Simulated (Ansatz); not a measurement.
**Al: element swaps in one structure**

One table from this session's results is given with a row withheld; the runs are named, their logs left out.

Program: Ansatz 0.2.0. Level of theory: DFT PBEsol, scalar-relativistic, plane waves, PAW. These are calculated values, not measurements.

1 further run of the same task is left out (set aside as unsound or not needed).

## The structure to begin with

Symmetry: Fm-3m, No. 225, cubic system. Conventional cell: a = 4.015 Å, b = 4.015 Å, c = 4.015 Å, α = 90.00°, β = 90.00°, γ = 90.00°. Around Al (site symmetry m-3m) lie 12 Al at 2.84 Å.

Coordinates:

```
CELL_PARAMETERS angstrom
0.00000 2.00770 2.00770
2.00770 0.00000 2.00770
2.00770 2.00770 0.00000
ATOMIC_POSITIONS crystal
Al 0.00000 0.00000 0.00000
```

It goes back to an entry of the Materials Project.

This cell was relaxed beforehand with the same method: volume 16.19 Å³/atom, gap on the mesh none (metal).

The first run:

File input.yaml:

```yaml
crystal:
  lattice:
    - [0.0, 2.2033871507, 2.2033871507]
    - [2.2033871507, 0.0, 2.2033871507]
    - [2.2033871507, 2.2033871507, 0.0]
  atoms:
    - { symbol: Cr, position: [0.0, 0.0, 0.0], spin: 3.0 }
basis:
  ecutwfc: 420
kpoints:
  mp_grid: { grid: [8, 8, 8] }
hamiltonian:
  xc: pbesol
scf:
  occupations: { method: gaussian, width: 0.1 }
  lower_state_search: "off"
output:
  forces: true
  stress: true
  eigenvalues: true
  populations: true
magnetization:
  spin_polarized: true
```

On the command line:

```
$ ansatz run input.yaml --threads 1 --pin off --max-ram 2560MiB --backend cpu --events-out ev --progress --plain --runs-dir out
```

Among the steps run: Probe: one point at the start (Cr); Coarse relaxation (Cr); Full relaxation (Cr); Quick check of gap, pressure and forces (V); Coarse relaxation (V); Relaxing cell and atoms (V).

One of the session's tables, all rows but one given; the rest of the session is left out.

Lengths are those of the vectors of the cell that was run:

| swap | volume (Å³/atom) | a (Å) | b (Å) | c (Å) |
| --- | --- | --- | --- | --- |
| none | 16.19 | 2.839 | 2.839 | 2.839 |
| Al → Fe | 9.88 | 2.409 | 2.409 | 2.409 |
| Al → B | 5.82 | 2.019 | 2.019 | 2.019 |
| Al → Y | ? | ? | ? | ? |
| Al → Cr | 11.45 | 2.530 | 2.530 | 2.530 |
| Al → V | 13.38 | 2.665 | 2.665 | 2.665 |

Q: Estimate the row for Al → Y from the others.

The run gave: volume (Å³/atom): 30.83; a (Å): 3.520; b (Å): 3.520; c (Å): 3.520. In the column «volume (Å³/atom)» it is the highest.

Lengths are those of the computed cell. Rows of earlier swaps come from the sessions before.

To keep in mind: Warnings in the runs' records: seeded moment not kept, given moment on shells.
